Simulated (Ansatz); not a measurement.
# InSb: the cost of one run

Program: Ansatz 0.2.0. Level of theory: DFT PBE with spin–orbit coupling, plane waves, PAW. These are calculated values, not measurements.

The COD entry's cell or inner coordinates are ideal or old and differ from later refinements, so a difference from it is no clean test against experiment.

3 further runs of the same task are left out: 1 for a known fault of the program, 2 set aside as unsound or not needed.

## 1. The starting structure

It takes space group Pmmm (No. 47, orthorhombic). Conventional cell: a = 2.958 Å, b = 3.089 Å, c = 5.503 Å, α = 90.00°, β = 90.00°, γ = 90.00°. Around In (site symmetry mmm) lie 4 In at 2.96 to 3.09 Å and 4 Sb at 3.16 Å. Sb (site symmetry mmm) is surrounded by 4 Sb at 2.96 to 3.09 Å and 4 In at 3.16 Å.

Coordinates:

```
CELL_PARAMETERS angstrom
2.95752 0.00000 0.00000
0.00000 5.50274 0.00000
0.00000 0.00000 3.08945
ATOMIC_POSITIONS crystal
In 0.00000 0.00000 0.12505
Sb 0.00000 0.50000 0.62495
```

Origin of the cell: volume kept, shape and atoms relaxed. At PBE, without spin–orbit coupling, an earlier run found 7.89 GPa for this cell of 25.140 Å³/atom (12×6×12 mesh), a metal on this mesh. The cell is compressed at this level.

## 2. Spin-orbit coupling: bands, spin texture, Fermi surface

Input file input.yaml:

```yaml
crystal:
  lattice:
    - [2.9575249612, 0.0, 0.0]
    - [0.0, 5.5027366311, 0.0]
    - [0.0, 0.0, 3.0894502983]
  atoms:
    - { symbol: In, position: [0.0, 0.0, 0.1250514137] }
    - { symbol: Sb, position: [0.0, 0.5, 0.6249485863] }
basis:
  ecutwfc: 420
  ecutrho_ratio: 4
kpoints:
  mp_grid: { grid: [8, 6, 8] }
  band_path:
    path:
      - [[0.0, 0.0, 0.0], [-0.5, 0.0, 0.0], [-0.5, 0.0, -0.5], [0.0, 0.0, -0.5], [0.0, 0.0, 0.0], [0.0, -0.5, 0.0], [-0.5, -0.5, 0.0], [-0.5, -0.5, -0.5], [0.0, -0.5, -0.5], [0.0, -0.5, 0.0]]
      - [[-0.5, 0.0, 0.0], [-0.5, -0.5, 0.0]]
      - [[0.0, 0.0, -0.5], [0.0, -0.5, -0.5]]
      - [[-0.5, 0.0, -0.5], [-0.5, -0.5, -0.5]]
    npoints: 10
hamiltonian:
  xc: pbe
scf:
  occupations: { method: gaussian, width: 0.05 }
output:
  forces: true
  stress: true
  eigenvalues: true
  populations: true
  eigenstates:
    nscf_kmesh: { grid: [18, 10, 16] }
    de_dk: true
    e_range: [-2.5, 2.5]
  write_density: true
  write_potential: true
  elf: true
  volumetric_format: npy
magnetization:
  noncollinear: true
  spin_orbit: true
```

Started as:

```console
> ansatz run input.yaml --threads 4 --pin off --max-ram 9216MiB --backend cpu --events-out ev --progress --plain --runs-dir out
```

**Question.** How long does this run take on 4 threads of Intel Xeon Platinum 8259CL at 2.50GHz (Skylake/Cascade Lake), shared host, and how much memory does it need?

About 73 s, with a peak of 1.3 GiB.
